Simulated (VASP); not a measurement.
# InP (Fm-3m) in VASP: a series of runs

The runs below take InP through single point, with PBEsol.

Everything below comes from runs of VASP 6.6.1. Logs are shortened: lines on timing, memory, paths and dates and some standing lists are left out, and cuts for length are marked.

**1. The structure**

The structure is cubic, space group Fm-3m (No. 225). Conventional cell: a = 5.538 Å, b = 5.538 Å, c = 5.538 Å, α = 90.00°, β = 90.00°, γ = 90.00°. Around In (site symmetry m-3m) lie 6 P at 2.77 Å. P (site symmetry m-3m) is surrounded by 6 In at 2.77 Å.

Measurements of this composition are mostly on another form, of space group No. 216.

**2. Single point, PBEsol**

The input, INCAR:

```
SYSTEM = InP
  PREC = Accurate
  ENCUT = 400
  EDIFF = 0.001
  ISMEAR = 0
  SIGMA = 0.05
  LREAL = .False.
  LASPH = .True.
  NELM = 100
  ALGO = Normal
  ISIF = 2
  LWAVE = .False.
  LCHARG = .False.
  GGA = PS
  ADDGRID = .False.
```

The input, KPOINTS:

```
regular mesh
0
Gamma
  5 5 5
  0 0 0
```

The input, POSCAR:

```
InP
1.0
    0.0000000000      2.7688340000      2.7688340000
    2.7688340000      0.0000000000      2.7688340000
    2.7688340000      2.7688340000      0.0000000000
In P
1 1
Direct
    0.0000000000      0.0000000000      0.0000000000
    0.5000000000      0.5000000000      0.5000000000
```

Potentials or basis: VASP PAW PBE potentials, release 64 (In_d, P).

Command:

```
$ cat potpaw_PBE.64/In_d/POTCAR potpaw_PBE.64/P/POTCAR > POTCAR
$ mpirun -np 1 vasp_std > vasp.out
```

OUTCAR:

```text
SYSTEM = InP
   PREC = Accurate
   ENCUT = 400
   EDIFF = 0.001
   ISMEAR = 0
   LREAL = .False.
   LASPH = .True.
   NELM = 100
   ISIF = 2
   GGA = PS

 Found     10 irreducible k-points:

 Following reciprocal coordinates:
            Coordinates               Weight
  0.000000  0.000000  0.000000      1.000000
  0.200000  0.000000  0.000000      8.000000
  0.400000  0.000000  0.000000      8.000000
  0.200000  0.200000  0.000000      6.000000
  0.400000  0.200000  0.000000     24.000000
 -0.400000  0.200000  0.000000     24.000000
   k-points           NKPTS =     10   k-points in BZ     NKDIM =     10   number of bands    NBANDS=     13
   number of dos      NEDOS =    301   number of ions     NIONS =      2
   total plane-waves  NPLWV =  21952
   dimension x,y,z NGX =    28 NGY =   28 NGZ =   28
   dimension x,y,z NGXF=    56 NGYF=   56 NGZF=   56
   ions per type =               1   1
   NGX,Y,Z   is equivalent  to a cutoff of  11.89, 11.89, 11.89 a.u.
   NGXF,Y,Z  is equivalent  to a cutoff of  23.78, 23.78, 23.78 a.u.
 SYSTEM =  InP
   PREC   = accura    normal or accurate (medium, high low for compatibility)
   ISTART =      0    job   : 0-new  1-cont  2-samecut
   ICHARG =      2    charge: 1-file 2-atom 10-const
   ISPIN  =      1    spin polarized calculation?
   LNONCOLLINEAR =      F non collinear calculations
   LSORBIT =      F    spin-orbit coupling
   LASPH  =      T    aspherical Exc in radial PAW
   ENCUT  =  400.0 eV  29.40 Ry    5.42 a.u.   6.39  6.39  6.39*2*pi/ulx,y,z
   NELM   =    100;   NELMIN=  2; NELMDL= -5     # of ELM steps
   EDIFF  = 0.1E-02   stopping-criterion for ELM
   LREAL  =      F    real-space projection
   EDIFFG = 0.1E-01   stopping-criterion for IOM
   NSW    =      0    number of steps for IOM
   IBRION =     -1    ionic relax: 0-MD 1-quasi-New 2-CG
   NFREE  =      0    steps in history (QN), initial steepest desc. (CG)
   ISIF   =      2    stress and relaxation
   ISYM   =      2    0-nonsym 1-usesym 2-fastsym
   POTIM  = 0.5000    time-step for ionic-motion
   TEBEG  =    0.0;   TEEND  =   0.0 temperature during run
   PSTRESS=    0.0 pullay stress
   NELECT =      18.0000    total number of electrons
   NUPDOWN=      -1.0000    fix difference up-down
   EMIN   =  10.00;   EMAX   =-10.00  energy-range for DOS
   EFERMI =   0.00;   METHOD = LEGACY
   ISMEAR =     0;   SIGMA  =   0.05  broadening in eV -4-tet -1-fermi 0-gaus
   EFERMI_NEDOS =   21; number of points for ismear=-14 and -15
   IALGO  =     38    algorithm
   IMIX   =      4    mixing-type and parameters
     AMIX     =   0.40;   BMIX     =  1.00
     AMIX_MAG =   1.60;   BMIX_MAG =  1.00
  volume/ion in A,a.u.               =      21.23       143.25
  Fermi-wavevector in a.u.,A,eV,Ry     =   1.229869  2.324115 20.579860  1.512577
  Thomas-Fermi vector in A             =   2.364739
   LORBIT       =      0    0 simple, 1 ext, 2 COOP (PROOUT), +10 PAW based schemes
   GGA     = PS    functional components
   LHFCALC =     F    Hartree Fock is set to
   AEXX    =    0.0000 exact exchange contribution
   IVDW    =     0    specifies the selected vdW correction
   LEPSILON=     F    determine dielectric tensor
   LRPA    =     F    only Hartree local field effects (RPA)
 non-spin polarized calculation
 Gauss-broadening in eV      SIGMA  =   0.05
  energy-cutoff  :      400.00
  volume of cell :       42.45
 maximum number of plane-waves:       785
 NGX is ok and might be reduce to    28
   NGX = 13   NGY = 13   NGZ = 13

 number of electron      17.9999990 magnetization

 Free energy of the ion-electron system (eV)
  ---------------------------------------------------
  ext. energy  EPLUGINS =         0.00000000
  ---------------------------------------------------
  free energy    TOTEN  =        -8.75501811 eV

  energy without entropy =       -8.75158602  energy(sigma->0) =       -8.75330206

 E-fermi :   7.0377     XC(G=0): -10.5498

 val. band max:        7.0263901961   @ k =   0.4000   0.0000   0.0000
 cond. band min:       7.2327749528   @ k =  -0.2000   0.2000   0.0000
 fundamental gap:      0.2063847567
 Fermi energy:         7.0376556904

 k-point     1 :       0.0000    0.0000    0.0000
  band No.  band energies     occupation
      1      -7.2097      2.00000
      2      -7.2097      2.00000
      3      -7.1885      2.00000
      4      -7.1885      2.00000
      5      -7.1885      2.00000
      6      -5.0936      2.00000
      7       6.6656      2.00000
      8       6.6656      2.00000
      9       6.6656      2.00000
     10       7.4058      0.00000
     11      13.9931      0.00000
     12      13.9931      0.00000
     13      13.9931      0.00000

 k-point     2 :       0.2000    0.0000    0.0000
  band No.  band energies     occupation
      1      -7.2299      2.00000
      2      -7.2299      2.00000
      3      -7.1907      2.00000
      4      -7.1613      2.00000
      5      -7.1613      2.00000
      6      -4.5992      2.00000
      7       3.6957      2.00000
      8       6.7546      2.00000
      9       6.7546      2.00000
     10       9.4535      0.00000
     11      12.4789      0.00000
     12      12.5268      0.00000
     13      12.5268      0.00000
[... 33 lines left out ...]
 k-point     5 :       0.4000    0.2000    0.0000
  band No.  band energies     occupation
      1      -7.3559      2.00000
      2      -7.2133      2.00000
      3      -7.2049      2.00000
      4      -7.1285      2.00000
      5      -7.1054      2.00000
      6      -3.3012      2.00000
      7       1.9845      2.00000
      8       5.4219      2.00000
      9       5.6239      2.00000
     10       7.8315      0.00000
     11      11.8173      0.00000
     12      13.2025      0.00000
     13      13.2315      0.00000

 k-point     6 :      -0.4000    0.2000    0.0000
  band No.  band energies     occupation
      1      -7.3403      2.00000
      2      -7.2458      2.00000
      3      -7.1780      2.00000
      4      -7.1333      2.00000
      5      -7.1051      2.00000
      6      -2.5945      2.00000
      7       0.7777      2.00000
      8       4.4595      2.00000
      9       6.3109      2.00000
     10       8.5018      0.00000
     11      11.6554      0.00000
     12      11.6855      0.00000
     13      14.3196      0.00000

 [... further k-points ...]

------------------------ aborting loop because EDIFF is reached ----------------------------------------

  FORCE on cell =-STRESS in cart. coord.  units (eV):
  Direction    XX          YY          ZZ          XY          YZ          ZX
  --------------------------------------------------------------------------------------
  -------------------------------------------------------------------------------------
  Total       -0.7707431     -0.7707431     -0.7707431      0.0000000      0.0000000     -0.0000000
  in kB      -29.0870362    -29.0870362    -29.0870362      0.0000000      0.0000000     -0.0000000
  external PRESSURE =     -29.0870362 kB  Pullay stress =       0.0000000 kB

 VOLUME and BASIS-vectors are now :
 -----------------------------------------------------------------------------
  energy-cutoff  :      400.00
  volume of cell :       42.45
      direct lattice vectors                 reciprocal lattice vectors
     0.000000000  2.768834000  2.768834000    -0.180581429  0.180581429  0.180581429
     2.768834000  0.000000000  2.768834000     0.180581429 -0.180581429  0.180581429
     2.768834000  2.768834000  0.000000000     0.180581429  0.180581429 -0.180581429

 POSITION                                       TOTAL-FORCE (eV/Angst)
 -----------------------------------------------------------------------------------
      0.00000      0.00000      0.00000        -0.000000     -0.000000      0.000000
      2.76883      2.76883      2.76883         0.000000      0.000000     -0.000000
 -----------------------------------------------------------------------------------
    total drift:                               -0.000000      0.000000      0.000000

  FREE ENERGIE OF THE ION-ELECTRON SYSTEM (eV)
  ---------------------------------------------------
  free  energy   TOTEN  =        -8.7550181061 eV

  energy  without entropy=       -8.7515860219  energy(sigma->0) =       -8.75330206
```

stdout:

```text
POSCAR found type information on POSCAR InP
 POSCAR found :  2 types and       2 ions
 scaLAPACK will be used
 -----------------------------------------------------------------------------
|                                                                             |
|                                                                             |
|     You enforced a specific xc type in the INCAR file but a different       |
|     I HOPE YOU KNOW WHAT YOU ARE DOING!                                     |
|                                                                             |
 -----------------------------------------------------------------------------

 LDA part: xc-table for (Slater+PW92), standard interpolation
 POSCAR, INCAR and KPOINTS ok, starting setup
 FFT: planning ... GRIDC
 FFT: planning ... GRID_SOFT
 FFT: planning ... GRID
 WAVECAR not read
 entering main loop
```

Wall time 2.3 s (1 thread of Intel Xeon 6975P-C (Granite Rapids), shared host); peak memory 0.14 GiB.

The run converged, but some of its settings lie outside the range that counts as converged, so its numbers aren't taken as properties of the crystal.

What came out:

| Quantity | Value |
| --- | --- |
| Free energy | -8.7550 eV |
| Pressure | -2.9 GPa |
| Band gap on the k mesh | none (metal or under the smearing width) |

Caveat: the k mesh is coarse (spacing up to 0.39 Å⁻¹), so the values aren't converged; the PAW data sets were made with another functional, which shifts forces and pressure a little.

**3. Single point, PBEsol**

INCAR: that of step 2 with these lines changed.

```diff
@@ -3,3 +3,3 @@
   ENCUT = 400
-  EDIFF = 0.001
+  EDIFF = 1E-4
   ISMEAR = 0
```

KPOINTS is that of step 2.

POSCAR is that of step 2.

Potentials or basis: VASP PAW PBE potentials, release 64 (In_d, P).

Command:

```
$ cat potpaw_PBE.64/In_d/POTCAR potpaw_PBE.64/P/POTCAR > POTCAR
$ mpirun -np 1 vasp_std > vasp.out
```

Run time: 2.3 s. Hardware: 1 thread of Intel Xeon 6975P-C (Granite Rapids), shared host; peak memory 0.14 GiB.

These settings aren't checked as converged: the numbers below hold their error.

Results:

```yaml
Free_energy: -8.7550 eV
Pressure: -3.0 GPa
Band_gap_on_the_k_mesh: none (metal or under the smearing width)
```

Caveat: the k mesh is coarse (spacing up to 0.39 Å⁻¹), so the values aren't converged; the PAW data sets were made with another functional, which shifts forces and pressure a little.

**4. Single point, PBEsol**

INCAR: that of step 3 with these lines changed.

```diff
@@ -3,3 +3,3 @@
   ENCUT = 400
-  EDIFF = 1E-4
+  EDIFF = 1E-5
   ISMEAR = 0
```

KPOINTS is that of step 3.

POSCAR is that of step 3.

Potentials or basis: VASP PAW PBE potentials, release 64 (In_d, P).

Command:

```
$ cat potpaw_PBE.64/In_d/POTCAR potpaw_PBE.64/P/POTCAR > POTCAR
$ mpirun -np 1 vasp_std > vasp.out
```

OUTCAR:

```text
SYSTEM = InP
   PREC = Accurate
   ENCUT = 400
   EDIFF = 1E-5
   ISMEAR = 0
   LREAL = .False.
   LASPH = .True.
   NELM = 100
   ISIF = 2
   GGA = PS

 Found     10 irreducible k-points:

 Following reciprocal coordinates:
            Coordinates               Weight
  0.000000  0.000000  0.000000      1.000000
  0.200000  0.000000  0.000000      8.000000
  0.400000  0.000000  0.000000      8.000000
  0.200000  0.200000  0.000000      6.000000
  0.400000  0.200000  0.000000     24.000000
 -0.400000  0.200000  0.000000     24.000000
   k-points           NKPTS =     10   k-points in BZ     NKDIM =     10   number of bands    NBANDS=     13
   number of dos      NEDOS =    301   number of ions     NIONS =      2
   total plane-waves  NPLWV =  21952
   dimension x,y,z NGX =    28 NGY =   28 NGZ =   28
   dimension x,y,z NGXF=    56 NGYF=   56 NGZF=   56
   ions per type =               1   1
   NGX,Y,Z   is equivalent  to a cutoff of  11.89, 11.89, 11.89 a.u.
   NGXF,Y,Z  is equivalent  to a cutoff of  23.78, 23.78, 23.78 a.u.
 SYSTEM =  InP
   PREC   = accura    normal or accurate (medium, high low for compatibility)
   ISTART =      0    job   : 0-new  1-cont  2-samecut
   ICHARG =      2    charge: 1-file 2-atom 10-const
   ISPIN  =      1    spin polarized calculation?
   LNONCOLLINEAR =      F non collinear calculations
   LSORBIT =      F    spin-orbit coupling
   LASPH  =      T    aspherical Exc in radial PAW
   ENCUT  =  400.0 eV  29.40 Ry    5.42 a.u.   6.39  6.39  6.39*2*pi/ulx,y,z
[... 72 lines left out ...]
     13      13.9932      0.00000
[... 66 lines left out ...]
  band No.  band energies     occupation
      1      -7.3410      2.00000
      2      -7.2466      2.00000
      3      -7.1789      2.00000
      4      -7.1342      2.00000
      5      -7.1060      2.00000
      6      -2.5944      2.00000
      7       0.7781      2.00000
      8       4.4598      2.00000
      9       6.3111      2.00000
     10       8.5022      0.00000
     11      11.6558      0.00000
     12      11.6860      0.00000
     13      14.3199      0.00000

 [... further k-points ...]

------------------------ aborting loop because EDIFF is reached ----------------------------------------

  FORCE on cell =-STRESS in cart. coord.  units (eV):
  Direction    XX          YY          ZZ          XY          YZ          ZX
  --------------------------------------------------------------------------------------
  -------------------------------------------------------------------------------------
  Total       -0.7820505     -0.7820505     -0.7820505     -0.0000000     -0.0000000      0.0000000
  in kB      -29.5137660    -29.5137660    -29.5137660     -0.0000000     -0.0000000      0.0000000
  external PRESSURE =     -29.5137660 kB  Pullay stress =       0.0000000 kB

 VOLUME and BASIS-vectors are now :
 -----------------------------------------------------------------------------
  energy-cutoff  :      400.00
  volume of cell :       42.45
      direct lattice vectors                 reciprocal lattice vectors
     0.000000000  2.768834000  2.768834000    -0.180581429  0.180581429  0.180581429
     2.768834000  0.000000000  2.768834000     0.180581429 -0.180581429  0.180581429
     2.768834000  2.768834000  0.000000000     0.180581429  0.180581429 -0.180581429

 POSITION                                       TOTAL-FORCE (eV/Angst)
 -----------------------------------------------------------------------------------
      0.00000      0.00000      0.00000         0.000000     -0.000000      0.000000
      2.76883      2.76883      2.76883        -0.000000      0.000000     -0.000000
 -----------------------------------------------------------------------------------
    total drift:                               -0.000000      0.000000      0.000000

  FREE ENERGIE OF THE ION-ELECTRON SYSTEM (eV)
  ---------------------------------------------------
  free  energy   TOTEN  =        -8.7550321579 eV

  energy  without entropy=       -8.7516000737  energy(sigma->0) =       -8.75331612
```

stdout:

```text
POSCAR found type information on POSCAR InP
 POSCAR found :  2 types and       2 ions
 scaLAPACK will be used
 -----------------------------------------------------------------------------
|                                                                             |
|                                                                             |
|     You enforced a specific xc type in the INCAR file but a different       |
|     I HOPE YOU KNOW WHAT YOU ARE DOING!                                     |
|                                                                             |
 -----------------------------------------------------------------------------

 LDA part: xc-table for (Slater+PW92), standard interpolation
 POSCAR, INCAR and KPOINTS ok, starting setup
 FFT: planning ... GRIDC
 FFT: planning ... GRID_SOFT
 FFT: planning ... GRID
 WAVECAR not read
 entering main loop
```

Run time: 2.5 s. Hardware: 1 thread of Intel Xeon 6975P-C (Granite Rapids), shared host; peak memory 0.14 GiB.

The run converged, but some of its settings lie outside the range that counts as converged, so its numbers aren't taken as properties of the crystal.

What came out:

```
Free energy            : -8.7550 eV
Pressure               : -3.0 GPa
Band gap on the k mesh : none (metal or under the smearing width)
```

Caveat: the k mesh is coarse (spacing up to 0.39 Å⁻¹), so the values aren't converged; the PAW data sets were made with another functional, which shifts forces and pressure a little.
